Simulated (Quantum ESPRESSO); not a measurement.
Al2Au: zone-centre phonons under several settings

```
CELL_PARAMETERS angstrom
0.00000 3.00000 3.00000
3.00000 0.00000 3.00000
3.00000 3.00000 0.00000
ATOMIC_POSITIONS crystal
Au 0.00000 0.00000 0.00000
Al 0.75000 0.75000 0.75000
Al 0.25000 0.25000 0.25000
```

All runs used Quantum ESPRESSO 7.5; k mesh 8 × 8 × 8; relaxed cell; no spin polarisation.

| level | potentials | cutoff (eV) | occupations | volume (Å³/atom) | lowest optical mode without the field (cm⁻¹) | highest optical mode without the field (cm⁻¹) |
| --- | --- | --- | --- | --- | --- | --- |
| PBEsol | GBRV 1.5 PBEsol | 612 | methfessel-paxton, width 0.272 eV | ? | ? | ? |
| PBE | GBRV 1.5 PBE | 612 | gaussian, width 0.136 eV | 18.53 | 219 | 238 |
| LDA | JTH 2.0 LDA | 707 | gaussian, width 0.136 eV | 17.55 | 235 | 263 |

**Question.** What stands in the row left open?

**Answer.** Volume 17.98 Å³/atom; lowest optical mode without the field 229 cm⁻¹; highest optical mode without the field 265 cm⁻¹.
